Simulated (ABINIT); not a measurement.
The system is SnO.

```
Sn O
1.0
     3.81370    0.00000    0.00000
     0.00000    3.81370    0.00000
     0.00000    0.00000    4.88691
Sn O
2 2
Direct
  0.50000 0.00000 0.76463
  0.00000 0.50000 0.23537
  0.00000 0.00000 0.00000
  0.50000 0.50000 0.00000
```

The cell is a database's computed one.

Base run:

```yaml
Program: ABINIT 10.8.3 (patched build)
Functional: RPBE
Potentials_or_basis: JTH PAW PBE v2.0
Cutoff: 762 eV
k_mesh: 7 × 7 × 6
Occupations: fermi-dirac, width 0.05 eV
Spin: no spin polarisation
```

Its results: band gap on the k mesh 0.38 eV, indirect (least direct gap 2.06 eV); pressure 5.3 GPa; largest force 0.535 eV/Å.

Task: The run is repeated on the same cell with these changes: functional from RPBE to PBE. What comes out?

Result: Band gap on the k mesh 0.39 eV, indirect (least direct gap 2.04 eV); pressure 2.7 GPa; largest force 0.353 eV/Å.

PBE binds more tightly than RPBE, so the same cell stands under less pressure.

Caveats: spin-orbit coupling is left out, which moves the levels of the heavy elements; the mesh misses the band edges, which the band path finds closer together; the PAW data sets were made with another functional, which shifts forces and pressure a little (some runs).
